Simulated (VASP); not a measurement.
## CdTe in VASP 6.6.1, single-point calculation

INCAR

```
IBRION = -1
LCHARG = .FALSE.
LREAL = .FALSE.
LASPH = .TRUE.
GGA = PE
NELM = 120
PREC = Accurate
EDIFF = 1E-7
ENCUT = 520
NBANDS = 16
LWAVE = .FALSE.
ISMEAR = 0
NSW = 0
SIGMA = 0.01
ISIF = 2
```

KPOINTS

```
KPOINTS created by Atomic Simulation Environment
0
Gamma
6 6 6
0 0 0
```

POSCAR

```
Cd Te
 1.0000000000000000
     0.0000000000000000    3.2143560137999998    3.2143560137999998
     3.2143560137999998    0.0000000000000000    3.2143560137999998
     3.2143560137999998    3.2143560137999998    0.0000000000000000
 Cd  Te
   1   1
Cartesian
  0.0000000000000000  0.0000000000000000  0.0000000000000000
  1.6071780069000003  1.6071780069000003  1.6071780069000003
```

The recommended PBE PAW datasets give the neutral cell 18 valence electrons.

Command

```
mpirun -np 1 vasp_std
```

OSZICAR

```
N       E                     dE             d eps       ncg     rms          rms(c)
DAV:   1     0.102947493185E+03    0.10295E+03   -0.82997E+03   512   0.971E+02
DAV:   2    -0.151633656835E+01   -0.10446E+03   -0.10006E+03   592   0.243E+02
DAV:   3    -0.493519155726E+01   -0.34189E+01   -0.34144E+01   664   0.457E+01
DAV:   4    -0.496570813294E+01   -0.30517E-01   -0.30515E-01   760   0.365E+00
DAV:   5    -0.496577351085E+01   -0.65378E-04   -0.65378E-04   688   0.164E-01    0.591E+00
DAV:   6    -0.475085601986E+01    0.21492E+00   -0.36857E-01   600   0.749E+00    0.477E+00
DAV:   7    -0.473486608622E+01    0.15990E-01   -0.11148E-01   584   0.219E+00    0.178E+00
DAV:   8    -0.473574639124E+01   -0.88031E-03   -0.11480E-02   600   0.123E+00    0.489E-01
DAV:   9    -0.473605451724E+01   -0.30813E-03   -0.95320E-04   616   0.333E-01    0.120E-01
DAV:  10    -0.473611514230E+01   -0.60625E-04   -0.11558E-04   680   0.101E-01    0.560E-02
DAV:  11    -0.473615228722E+01   -0.37145E-04   -0.71603E-05   568   0.584E-02    0.329E-02
DAV:  12    -0.473615134669E+01    0.94053E-06   -0.28346E-06   632   0.155E-02    0.205E-02
DAV:  13    -0.473615109015E+01    0.25653E-06   -0.20731E-06   640   0.798E-03    0.466E-03
DAV:  14    -0.473615134848E+01   -0.25833E-06   -0.49230E-07   600   0.388E-03    0.642E-03
DAV:  15    -0.473615149750E+01   -0.14901E-06   -0.15346E-08   528   0.888E-04    0.356E-03
DAV:  16    -0.473615155524E+01   -0.57744E-07   -0.37724E-08   416   0.104E-03
   1 F= -.47361516E+01 E0= -.47361516E+01  d E =-.512967E-33
```

Standard output (part)

```
POSCAR found type information on POSCAR CdTe
 POSCAR found :  2 types and       2 ions
 LDA part: xc-table for (Slater+PW92), standard interpolation
 POSCAR, INCAR and KPOINTS ok, starting setup
 WAVECAR not read
 entering main loop
```

From OUTCAR

```
k-points           NKPTS =     16   k-points in BZ     NKDIM =     16   number of bands    NBANDS=     16

   NELECT =      18.0000    total number of electrons

   dimension x,y,z NGX =    36 NGY =   36 NGZ =   36
   dimension x,y,z NGXF=    72 NGYF=   72 NGZF=   72

  energy-cutoff  :      520.00
  volume of cell :       66.42
      direct lattice vectors                 reciprocal lattice vectors
     0.000000000  3.214356014  3.214356014    -0.155552153  0.155552153  0.155552153
     3.214356014  0.000000000  3.214356014     0.155552153 -0.155552153  0.155552153
     3.214356014  3.214356014  0.000000000     0.155552153  0.155552153 -0.155552153

 k-points in reciprocal lattice and weights: KPOINTS created by Atomic Simulation Env
   0.00000000  0.00000000  0.00000000       0.005
   0.16666667  0.00000000  0.00000000       0.037
   0.33333333  0.00000000  0.00000000       0.037
   0.50000000  0.00000000  0.00000000       0.019
   0.16666667  0.16666667  0.00000000       0.028
   0.33333333  0.16666667  0.00000000       0.111
   0.50000000  0.16666667  0.00000000       0.111
  -0.33333333  0.16666667  0.00000000       0.111
   ...

 E-fermi :   2.6571

 k-point     1 :       0.0000    0.0000    0.0000
  band No.  band energies     occupation
      1      -8.7399      2.00000
      2      -5.8024      2.00000
      3      -5.8024      2.00000
      4      -5.8024      2.00000
      5      -5.5237      2.00000
      6      -5.5237      2.00000
      7       2.5752      2.00000
      8       2.5752      2.00000
      9       2.5752      2.00000
     10       3.4200      0.00000
     11       7.1568      0.00000
     12       7.1568      0.00000
     13       7.1568      0.00000
     14      10.0700      0.00000
     15      11.9731      0.00000
     16      11.9731      0.00000

 k-point     2 :       0.1667    0.0000    0.0000
  band No.  band energies     occupation
      1      -8.6345      2.00000
      2      -5.7825      2.00000
      3      -5.7825      2.00000
      4      -5.7167      2.00000
      5      -5.5251      2.00000
      6      -5.5251      2.00000
      7       0.8045      2.00000
      8       2.3351      2.00000
      9       2.3351      2.00000
     10       4.4935      0.00000
     11       7.3147      0.00000
     12       7.5062      0.00000
     13       7.5062      0.00000
     14      11.0474      0.00000
     15      11.0620      0.00000
     16      11.0620      0.00000

 k-point     3 :       0.3333    0.0000    0.0000
  band No.  band energies     occupation
      1      -8.4237      2.00000
      2      -5.7481      2.00000
      3      -5.7481      2.00000
      4      -5.5208      2.00000
      5      -5.5208      2.00000
      6      -5.4220      2.00000
      7      -1.1065      2.00000
      8       1.9359      2.00000
      9       1.9359      2.00000
     10       4.5325      0.00000
     11       7.7916      0.00000
     12       7.7916      0.00000
     13       8.9137      0.00000
     14      10.6571      0.00000
     15      11.4866      0.00000
     16      11.4866      0.00000

 ...

  Total        1.6340200      1.6340200      1.6340200     -0.0000000     -0.0000000      0.0000000
  in kB       39.4145008     39.4145008     39.4145008     -0.0000000     -0.0000000      0.0000000
  external PRESSURE =      39.4145008 kB  Pullay stress =       0.0000000 kB

 POSITION                                       TOTAL-FORCE (eV/Angst)
 -----------------------------------------------------------------------------------
      0.00000      0.00000      0.00000        -0.000000     -0.000000      0.000000
      1.60718      1.60718      1.60718         0.000000      0.000000     -0.000000
 -----------------------------------------------------------------------------------
    total drift:                               -0.000000     -0.000000     -0.000000

  FREE ENERGIE OF THE ION-ELECTRON SYSTEM (eV)
  ---------------------------------------------------
  free  energy   TOTEN  =        -4.7361515552 eV

  energy  without entropy=       -4.7361515552  energy(sigma->0) =       -4.73615156
```

It converged. Results: gap between bands v and c on the k mesh 0.84 eV; least direct gap on the k mesh 0.84 eV; pressure 3.9 GPa. Band v is the last that the valence electrons fill when counted band by band, and c is the next.

For comparison, a separate PBE run of the intended cell, on usual settings and not on those above, gives a gap of 0.84 eV on its mesh and a pressure of 3.9 GPa.

The run above took about 27 s on one core of a shared host (Intel Xeon Platinum 8488C) and held 0.21 GiB at most.
